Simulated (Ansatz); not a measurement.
# BeS: the cost of one run

Computed with Ansatz 0.2.0 (DFT PBE, scalar-relativistic, plane waves, PAW, unless a step's input says otherwise).

1 further run of the same task is left out (it didn't finish).

**1. The starting structure**

It takes space group I4_1md (No. 109, tetragonal). Conventional cell: a = 4.809 Å, b = 4.809 Å, c = 5.372 Å, α = 90.00°, β = 90.00°, γ = 90.00°. Be (site symmetry 2mm) is surrounded by 1 S at 1.63 Å. S (site symmetry 2mm) is surrounded by 1 Be at 1.63 Å.

As a file:

```xyz
4
Lattice="-2.4046 2.4046 2.6861 2.4046 -2.4046 2.6861 2.4046 2.4046 -2.6861" Properties=species:S:1:pos:R:3 pbc="T T T"
Be    0.0000    0.0000    2.0352
Be    2.4046    0.0000    0.6922
S     0.0000    0.0000    3.6622
S     2.4046    0.0000    2.3192
```

Recipe of the guess: random cell by space group and Wyckoff sites (I4_1md, No. 109). Its size is a rough estimate.

**2. Probe: one point on a coarse mesh**

Contents of input.yaml:

```yaml
crystal:
  lattice:
    - [-2.4046487, 2.4046487, 2.68610907]
    - [2.4046487, -2.4046487, 2.68610907]
    - [2.4046487, 2.4046487, -2.68610907]
  atoms:
    - { symbol: Be, position: [0.37884656, 0.37884656, 0.0] }
    - { symbol: Be, position: [0.12884656, 0.62884656, 0.5] }
    - { symbol: S, position: [0.68169843, 0.68169843, 0.0] }
    - { symbol: S, position: [0.43169843, 0.93169843, 0.5] }
basis:
  ecutwfc: 420
kpoints:
  mp_grid: { grid: [6, 6, 6] }
hamiltonian:
  xc: pbe
scf:
  occupations: { method: gaussian, width: 0.1 }
  lower_state_search: "off"
output:
  forces: true
  stress: true
  eigenvalues: true
```

Command:

```console
> ansatz run input.yaml --threads 1 --pin off --max-ram 2560MiB --backend cpu --events-out ev --progress --plain --runs-dir out
```

What time and memory should one allow on 1 thread of Intel Xeon Platinum 8488C (Sapphire Rapids), shared host?

About 2 s, with a peak of 0.38 GiB.
